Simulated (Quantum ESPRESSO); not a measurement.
TiO2: phonons with LDA

TiO2:

```
Ti O
1.0
     4.59984    0.00000    0.00000
     0.00000    4.59984    0.00000
     0.00000    0.00000    2.95921
Ti O
2 4
Direct
  0.00000 0.00000 0.50000
  0.50000 0.50000 0.00000
  0.30432 0.30432 0.50000
  0.19568 0.80432 0.00000
  0.80432 0.19568 0.00000
  0.69568 0.69568 0.50000
```

The cell is a database's computed one.

```yaml
Program: Quantum ESPRESSO 7.5
Task: phonons
Functional: LDA
Potentials_or_basis: GBRV 1.5 LDA
Cutoff: 612 eV
Density_cutoff: 4898 eV
k_mesh: 4 × 4 × 6, shifted
Occupations: fermi-dirac, width 0.05 eV
Spin: no spin polarisation
Form_of_the_LDA_correlation: PZ81
Mixing_beta: 0.5
Most_SCF_iterations: 120
SCF_threshold: 1.2e-09 Ry
```

- Pressure after relaxing: -8.0 GPa
- Highest phonon frequency at the q point run: 649 cm⁻¹
- Most unstable mode: 21i cm⁻¹

Stress tensor (GPa, compression positive):
```
-7.04  0.00  0.00
 0.00 -7.04  0.00
 0.00  0.00 -9.97
```

Step by step:
```csv
step,energy change (eV),largest force (eV/Å),pressure (GPa)
1,0.0000,0.1106,-8.31
2,-0.0008,0.0669,-8.19
3,-0.0012,0.0184,-8.06
4,-0.0013,0.0001,-8.02
5,-0.0013,0.0001,-8.02
```

Final structure:
```yaml
crystal:
  lattice:
    - [4.59984, 0.00000, 0.00000]
    - [0.00000, 4.59984, 0.00000]
    - [0.00000, 0.00000, 2.95921]
  atoms:
    - { symbol: Ti, position: [0.00000, 0.00000, 0.50000] }
    - { symbol: Ti, position: [0.50000, 0.50000, 0.00000] }
    - { symbol: O, position: [0.30520, 0.30520, 0.50000] }
    - { symbol: O, position: [0.19480, 0.80520, 0.00000] }
    - { symbol: O, position: [0.80520, 0.19480, 0.00000] }
    - { symbol: O, position: [0.69480, 0.69480, 0.50000] }
```

Levels at points of the mesh, in eV from the valence-band top:
| k point | band 22 | band 23 | band 24 | band 25 | band 26 | band 27 |
| --- | --- | --- | --- | --- | --- | --- |
| (0.12, 0.12, 0.08) | -0.70 | -0.57 | 0.00 | 2.21 | 2.56 | 2.61 |

Phonon frequencies in cm⁻¹ (negative: imaginary):
| q point | frequencies |
| --- | --- |
| (0.000, 0.500, 0.500) | -21 -21 95 95 222 222 316 316 364 364 452 452 502 502 532 532 649 649 |

Run time: 3.4 min on 4 MPI ranks on Intel(R) Xeon(R) 6975P-C (Granite Rapids), with other jobs on the host, peak memory 0.4 GiB a rank.

Caveat: some modes are imaginary; the cell is more than 3 GPa from zero pressure, which shifts response properties.
